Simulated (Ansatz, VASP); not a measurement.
C in VASP and in Ansatz

INCAR

```
PREC = Accurate
ENCUT = 520
EDIFF = 1E-7
ISMEAR = 0
SIGMA = 0.1
LREAL = False
LASPH = True
NELM = 100
ALGO = Normal
ISIF = 2
LWAVE = False
LCHARG = True
GGA = PS
LELF = True
LVHAR = True
NBANDS = 11
```

KPOINTS

```
regular mesh
0
Gamma
  10 10 10
```

Contents of POSCAR:

```
C
1.0
   -1.8988507452      2.0167463506      1.0932128964
    1.8988507452     -2.0167463506      1.0932128964
    1.8988507452      2.0167463506     -1.0932128964
C
2
Direct
    0.1859430000      0.9359430000      0.2500000000
    0.8140570000      0.0640570000      0.7500000000
```

Input for Ansatz:

```yaml
crystal:
  lattice:
    - [-1.8988507452, 2.0167463506, 1.0932128964]
    - [1.8988507452, -2.0167463506, 1.0932128964]
    - [1.8988507452, 2.0167463506, -1.0932128964]
  atoms:
    - { symbol: C, position: [0.185943, 0.935943, 0.25] }
    - { symbol: C, position: [0.814057, 0.064057, 0.75] }
basis:
  ecutwfc: 420
kpoints:
  mp_grid: { grid: [10, 10, 10] }
hamiltonian:
  xc: pbesol
scf:
  occupations: { method: gaussian, width: 0.1 }
output:
  forces: true
  stress: true
  eigenvalues: true
```

Alike in both runs: task single point; functional PBEsol; k mesh 10 × 10 × 10; occupations gaussian, width 0.1 eV; no spin polarisation.

|  | VASP | Ansatz |
| --- | --- | --- |
| version | VASP 6.6.1 | Ansatz 0.2.0 |
| potentials or method | VASP PAW PBE potentials, release 64 (C) | scalar-relativistic, plane waves, PAW |
| plane-wave cutoff (eV) | 520 | 420 |
| valence electrons in the cell | 8 | 8 |

```csv
,VASP,Ansatz,Ansatz less VASP
gap on the k mesh at the Fermi level (eV),none,none,-
pressure (GPa),-56.2,-56.3,-0.12
largest component of the traceless stress (GPa),19.69,19.69,+0.008
rms of the force components (eV/Å),0.521,0.522,+0.0010
```

Atom by atom the forces differ by 0.001 eV/Å (rms over components). A gap of «none» marks a metal or a gap that the smearing closes. With one functional, cell and mesh, what is left measures potentials, basis and numerics.

Caveats: the cell as given lies far from equilibrium; so large a pressure means that the cell lies far from this level's equilibrium, or that cutoff or potentials fall short (VASP); the potentials were made for another functional, which shifts forces and pressure (VASP).
